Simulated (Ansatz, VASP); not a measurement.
Be2C: VASP beside Ansatz

```xyz
3
Lattice="0.0000 2.0883 2.0883 2.0883 0.0000 2.0883 2.0883 2.0883 0.0000" Properties=species:S:1:pos:R:3 pbc="T T T"
Be    1.0441    1.0441    1.0441
Be    3.1324    3.1324    3.1324
C     0.0000    0.0000    0.0000
```

Alike in both runs: task single point; functional PBE; k mesh 12 × 12 × 12; occupations gaussian, width 0.02 eV; no spin polarisation.

|  | VASP | Ansatz |
| --- | --- | --- |
| version | VASP 6.6.1 | Ansatz 0.2.0 |
| potentials or method | VASP PAW PBE potentials, release 64 (Be, C) | scalar-relativistic, plane waves, PAW |
| plane-wave cutoff (eV) | 520 | 420 |
| valence electrons in the cell | 8 | 8 |

Ansatz gave:

- gap on the k mesh at the Fermi level (eV): 1.22
- least direct gap on the mesh (eV): 4.34
- pressure (GPa): 26.0

Question: Which values does VASP return?

Answer: gap on the k mesh at the Fermi level (eV): 1.20; least direct gap on the mesh (eV): 4.33; pressure (GPa): 26.6.

The functional is the same, so the differences come from potentials, cutoffs and numerics.

Caveats: so large a pressure means that the cell lies far from this level's equilibrium, or that cutoff or potentials fall short (VASP). A k mesh can miss the band edges.
